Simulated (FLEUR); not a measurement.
# SnSe under changes of volume

One of the cells (50.458 Å³/atom); the others are scaled copies at fixed shape and fractional positions:

```
Sn Se
1.0
     4.28533    0.00000    0.00000
     0.00000    4.28533    0.00000
     0.00000    0.00000   10.99069
Sn Se
2 2
Direct
  0.00000 0.50000 0.62777
  0.50000 0.00000 0.37223
  0.00000 0.50000 0.38396
  0.50000 0.00000 0.61604
```

```yaml
Program: FLEUR MaX-R8.1 (later development tree)
Functional: LDA
Potentials_or_basis: all-electron
Basis: FLAPW
Kmax: 4.43 1/bohr
k_mesh: 6 × 6 × 3
Occupations: fermi-dirac, width 0.05 eV
Spin: no spin polarisation
```

```tsv
volume (Å³/atom)	energy over the lowest point (meV/atom)	gap on the mesh (eV)
47.431	0.00	1.40
48.440	?	?
50.458	11.49	1.47
52.477	35.00	1.50
53.486	50.57	1.51
```

Question: What does the run at 48.440 Å³/atom give?

Answer: Energy over the lowest point 0.19 meV/atom; gap on the mesh 1.43 eV.

Worked out: A Birch-Murnaghan fit of order 2 (a polynomial in V^(-2/3)) to the other rows has its minimum at 47.88 Å³/atom with B0 = V·E''(V) = 30 GPa at fixed shape and positions, which overstates the stiffness. It gives 0.21 meV/atom at 48.440 Å³/atom, against the run's 0.19. A parabola through the other rows of the gap, of slope 1.21 eV per unit of ln V (its deformation potential) there, gives 1.43 eV, against the run's 1.43.

Energies are extrapolated to zero smearing.

Caveats: spin-orbit coupling is left out, which moves the levels of the heavy elements.

A mesh can miss the band edges.
